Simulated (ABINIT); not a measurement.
Runs of ABINIT 10.8.3 (patched build) on Ni. The structure is cubic, space group Fm-3m (No. 225). The conventional cell has a = 3.475 Å, b = 3.475 Å, c = 3.475 Å, α = 90.00°, β = 90.00°, γ = 90.00°. Ni (site symmetry m-3m) has 12 Ni at 2.46 Å as nearest neighbours. 

```tsv
task	level	potentials or basis	k mesh	cutoff (eV)	fine-grid cutoff	mesh quality	gap on the mesh (eV)	moment (μB)
single point	PBEsol	JTH PAW PBE v2.0	10 × 10 × 10	816	1414.99 eV	not flagged	none	0.72
single point	PBE	JTH PAW PBE v2.0	5 × 5 × 5	816	1414.99 eV	coarse	none	0.00
single point	LDA	JTH PAW LDA v2.0	8 × 8 × 8	816	1414.99 eV	coarse	none	0.70
band structure	LDA-PZ	JTH PAW LDA v2.0	13 × 13 × 13	816	1414.99 eV	not flagged	none	0.62
single point	r2SCAN	JTH PAW PBE v2.0	8 × 8 × 8	980	1578.26 eV	coarse	none	0.70
band structure	LDA	JTH PAW LDA v2.0	13 × 13 × 13	816	1414.99 eV	not flagged	none	0.62
single point	PBE	JTH PAW PBE v2.0	10 × 10 × 10	816	1414.99 eV	not flagged	none	0.72
single point	LDA	JTH PAW LDA v2.0	10 × 10 × 10	816	1414.99 eV	not flagged	none	(a)
```

Alike in all rows: spin collinear, ferromagnetic start; cell as given; smearing fermi-dirac 0.05 eV.

Estimate the missing entries.

(a) 0.69.

Caveats: some runs use coarse meshes.

A gap of «none» marks a metal or a gap under the smearing width.
